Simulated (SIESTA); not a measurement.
**TiB2 in SIESTA: the effect of strain zz**

Crystal: TiB2.

```
Ti B
1.0
     3.02920    0.00000    0.00000
    -1.51460    2.62336    0.00000
     0.00000    0.00000    3.09926
Ti B
1 2
Direct
  0.00000 0.00000 0.00000
  0.66667 0.33333 0.50000
  0.33333 0.66667 0.50000
```

The cell isn't the ideal one: cell strained along z.

Alike in all runs:

```yaml
Program: SIESTA 5.4.2
Task: single point
Functional: PBE
Potentials_or_basis: PseudoDojo 0.4 standard (PBE files)
Basis: DZP (energy shift 0.003 Ry; two zetas on semicore shells)
Grid_cutoff: 800 Ry
Energy_shift: 0.003 Ry
k_mesh: 10 × 10 × 8
Occupations: fermi-dirac, width 0.05 eV
Spin: no spin polarisation
```

```csv
strain zz,pressure (GPa)
-0.04,?
-0.02,7.4
-0.01,5.0
0,2.7
0.01,0.5
0.02,-1.5
0.04,-5.0
```

Problem. What does the run with strain zz -0.04 give?

Solution. Pressure 12.3 GPa.

Worked out: A parabola through the other rows of the pressure, of slope -283 GPa per unit of strain zz there, extrapolates to 12.8 GPa, against the run's 12.3.

Caveats: the basis of atomic orbitals isn't converged, which shifts pressures, moduli and gaps.
